## One electron spread over many cells

Add one electron to a crystal of $M$ cells, and the density in each cell changes by about $1/M$. If the exchange-correlation energy depends smoothly on the density alone, its correction beyond first order is about $1/M^2$ per cell. Summed over $M$ cells this gives $1/M$, which vanishes in a large crystal. The added electron therefore costs exactly the energy of the lowest empty orbital, whichever smooth density functional is used. The true functional has a further cost that doesn't vanish, and its absence is expected to be the main failure in the table.

Three sizes are worth remembering for gallium nitride in the zinc-blende structure. The calculated gaps are too small by 1 to 1.5 eV. Exchanging one simple density functional for another moves them by at most about 0.1 eV, and spin-orbit coupling moves them by about 0.01 eV. The error is thus far larger than the differences that a comparison of similar functionals brings to light.

Band gaps of zinc-blende GaN (cubic edge 4.507 Å) from Kohn-Sham DFT in GPAW 26.7.0, with PAW data sets, eight valence electrons per cell and plane waves up to 800 eV. The self-consistent runs use a 10 × 10 × 10 k mesh and Fermi-Dirac smearing of 0.05 eV. Spin-orbit coupling is then added by second variation, and the gaps are taken along a path of special points.

| functional | potentials | gap on path (eV) | direct gap on path (eV) |
| --- | --- | --- | --- |
| LDA | GPAW-PAW-data-sets-(gpaw-data-1.2.1) | 1.871 | 1.871 |
| PBE | GPAW-PAW-data-sets-(gpaw-data-1.2.1) | 1.830 | 1.830 |
| RPBE | GPAW-PAW-data-sets-(gpaw-data-1.2.1) | 1.855 | 1.855 |
| r2SCAN | GPAW-PAW-data-sets-(gpaw-data-1.2.1) | 2.289 | 2.289 |
| AM05 | PAW-data-sets-made-by gpaw-setup-for-the-functional | 1.864 | 1.864 |
| BP86 | PAW-data-sets-made-by gpaw-setup-for-the-functional | 1.838 | 1.838 |
| MS2 | GPAW-PAW-data-sets-(gpaw-data-1.2.1) | 1.829 | 1.829 |
| PBEint | PAW-data-sets-made-by gpaw-setup-for-the-functional | 1.780 | 1.780 |
| PW91 | PAW-data-sets-made-by gpaw-setup-for-the-functional | 1.836 | 1.836 |
| SCAN | GPAW-PAW-data-sets-(gpaw-data-1.2.1) | 2.209 | 2.209 |
| optB88-vdW | GPAW-PAW-data-sets-(gpaw-data-1.2.1) | 1.928 | 1.928 |
| vdW-DF2 | GPAW-PAW-data-sets-(gpaw-data-1.2.1) | 1.980 | 1.980 |

## How the failure shows itself

The gap on path is the smallest energy needed to go from an occupied to an empty level anywhere along the path through the Brillouin zone. The direct gap on path allows only transitions without a change of wave vector. The two columns agree in every row, so the choice of functional doesn't change the kind of gap. It changes only the size, from 1.78 eV with PBEint to 2.29 eV with r2SCAN.

The measured gap is roughly 3.3 eV, a rough recalled value that the table doesn't contain. Against it, PBE reaches about 55 per cent and r2SCAN about 69 per cent. In practical terms, PBE describes a material that absorbs nearly all visible light, whereas real gallium nitride is transparent up to the near ultraviolet.

The numbers are deceptive because so many of them agree. LDA and the six gradient-corrected functionals (PBE, RPBE, AM05, BP86, PBEint and PW91) lie within 0.09 eV of each other, yet each misses the measured gap by more than 1.4 eV. Seven similar answers look like a converged result. They are seven forms of one approximation, and their scatter measures how much its details matter, not how far the approximation is from nature.

A better warning comes from changing the kind of functional. SCAN and r2SCAN, which also use the kinetic-energy density of the orbitals, lie 0.38 and 0.46 eV above PBE. Such a jump on leaving the family shows that the narrow scatter within it was no error bar. The test can also fail: MS2 uses the same ingredients and yet agrees with PBE. Where it does raise the alarm it still understates the error, since all twelve gaps span only 0.51 eV, about half of the smallest shortfall. A comparison among functionals can raise the alarm, but only a measurement or a higher level of theory gives the size of the error.

## Why a density functional misses the gap

The fundamental gap $E_g$ is a difference of total energies. It is the cost of adding an electron to the crystal of $N$ electrons, less the cost of the last electron already there:

$$E_g=[E(N+1)-E(N)]-[E(N)-E(N-1)].$$

In exact Kohn-Sham theory this becomes

$$E_g=\varepsilon_c-\varepsilon_v+\Delta_{xc},$$

where $\varepsilon_c$ is the lowest empty level, $\varepsilon_v$ the highest occupied level, and $\Delta_{xc}$ a jump of the exchange-correlation potential. The jump arises when the electron number passes the integer at which the valence band is full. At that point the potential rises by a constant throughout the crystal, although the density has hardly changed.

LDA has no means of producing such a jump. Its potential at a point is a smooth function of the density there, and an infinitesimal change of density gives an infinitesimal change of potential. The scaling argument then makes the orbital gap equal to the total-energy gap of the approximate functional. Calculating the charged crystals explicitly would therefore not recover the missing part, because it is absent from the energy functional itself.

Gradient corrections leave this situation as it is. They make the energy depend on how fast the density varies, which usually improves the binding energies of molecules, but the potential still follows the density smoothly. In the table PBE even lies 0.04 eV below LDA. The correction redistributes the potential within the cell a little and supplies no jump.

The same holds for optB88-vdW and vdW-DF2. Their correlation energy is called nonlocal because it links the densities at two separate points, yet it remains a functional of the density alone. Their gaps, 1.93 and 1.98 eV, are somewhat higher than those of the simpler functionals. They differ from PBE in exchange as well as in correlation, so the table can't tell which part raises the gap.

The missing jump need not account for the whole shortfall. An approximate potential can also place the orbital levels wrongly, and the table gives only the sum of the two errors. Theory explains why an error of this sign is to be expected. The calculations show that it persists when the density dependence is refined.

## What the orbitals can add, and the exception of MS2

SCAN, r2SCAN and MS2 are meta-GGAs. Besides the density and its gradient they use the kinetic-energy density

$$\tau=\tfrac12\sum_i|\nabla\psi_i|^2,$$

summed over the occupied orbitals $\psi_i$, in atomic units. Two sets of occupied orbitals can give the same density and the same density gradient at a point and still differ in the slopes of the single orbitals, so $\tau$ carries information that the local density and its gradient lack.

This changes the equation for the orbitals. Besides the potential that merely multiplies each orbital, there is now a further operator,

$$-\tfrac12\nabla\cdot\left(\frac{\partial e_{xc}}{\partial\tau}\nabla\psi_i\right),$$

where $e_{xc}$ is the exchange-correlation energy per volume. It acts on the slope of each orbital and can therefore shift the valence top, made mainly of nitrogen 2p, differently from the s-like bottom of the conduction band. Part of the missing jump can in this way enter the orbital gap. The wider gaps of SCAN and r2SCAN fit this picture, although the table can't separate the operator from the rest of each functional. Both still fall about 1 eV short.

The levels at the zone centre, taken before spin-orbit coupling, show how far the change reaches. From RPBE to SCAN the gap grows by 0.35 eV, and the distance from the lowest to the next empty level grows by 0.20 eV. The nitrogen 2s band sinks by 0.80 eV relative to the valence top. A rigid upward shift of the empty bands, often used to repair a gap, would leave the last two distances unchanged. Between these two functionals the change is thus more than a shift of the empty bands.

MS2 is the exception that guards against too simple a rule. It also uses $\tau$, but its gap agrees with that of PBE to about 0.001 eV. The form of the operator fixes neither the sign nor the size of the shift, since both depend on the direction and strength with which the particular functional responds to $\tau$. In MS2 this response may be weak, or it may be offset by the part that depends on the density. That is a guess, because no calculation here separates the two contributions.

A reader can use this to judge a functional before running it. If its potential follows from the density alone, and it wasn't designed to widen gaps, a gap near those of LDA and PBE is the sensible guess for this crystal. If it depends on the orbitals, the gap may open, but the amount has to be calculated. Hybrid functionals, which mix in exact exchange, carry the orbital dependence further and are known to open semiconductor gaps more strongly.

## Spin-orbit coupling: a worked estimate

Every gap in the table includes spin-orbit coupling, and the runs carry a warning that the splittings are too wide. Whether this matters for the gap can be estimated from the valence top. Without the coupling it holds three p-like orbitals of equal energy, or six states with spin. The coupling raises four of them by $\Delta_{so}/3$ and lowers two by $2\Delta_{so}/3$, so that their average stays in place. Here $\Delta_{so}$ is the full splitting.

The s-like conduction bottom has no orbital moment and stays where it is. The gap therefore shrinks by $\Delta_{so}/3$. With PBE it falls from 1.8388 to 1.8301 eV, a change of 0.0087 eV, which gives

$$\Delta_{so}\approx3\times0.0087\ \text{eV}\approx0.026\ \text{eV}.$$

This estimate contains no adjustable constant. The lower pair of split levels isn't available to test it, but the calculated conduction bottom indeed doesn't move.

The PBE shortfall is more than fifty times the whole splitting, so an error in the splitting can't explain the missing gap. A likely source of the excess width is the treatment of gallium. Its 3d electrons are frozen in the core, which leaves eight valence electrons per cell. Some 3d character would otherwise mix into the valence top and contribute to the splitting with the opposite sign.

## Omissions that flatter the gaps

The frozen 3d shell also affects the gap itself. In tetrahedral surroundings, gallium 3d and nitrogen 2p orbitals of the same symmetry repel each other in energy, and the upper, mainly nitrogen level is pushed upwards. Freezing the 3d shell removes this push, so the valence top lies too low and the gap comes out too wide. With active 3d electrons the shortfall is expected to be larger still. By how much can't be read from these rows, all of which use the same frozen shell.

The fixed cell works in the same direction, but unequally, in all rows for which a pressure was printed (the two van der Waals rows have none). At the common geometry the pressure is 0.8 GPa with LDA, 4.8 GPa with SCAN and 16.8 GPa with RPBE. A positive pressure means that the crystal would expand if released, and the gap of gallium nitride is known to fall on expansion. The frozen 3d shell may shift these pressures too, but RPBE is still expected to lose much more of its gap than LDA, so their near agreement belongs to this cell. The comparison shows how the functionals differ at one geometry; it doesn't predict the gap that each functional would give at its own lattice constant.

Atomic vibrations are absent as well. They lower the measured gap even at the lowest temperatures, so an otherwise exact calculation with the atoms at rest should lie above experiment rather than below it.

The fine order of the rows deserves no interpretation. PBE, MS2, PW91 and BP86 lie within 0.01 eV of each other, and the atomic data sets aren't of one kind throughout. PBEint has the lowest gap, but it was run only with a data set generated for it, so functional and data set can't be told apart. For the meta-GGAs GPAW normally uses data sets made with PBE, and their spin-orbit step leaves out the exchange-correlation potential. SCAN and r2SCAN lie about 0.23 eV or more above every other row, far beyond the spin-orbit shift. How much the borrowed data sets contribute to this isn't tested here, though MS2, also a meta-GGA, shows no such rise.
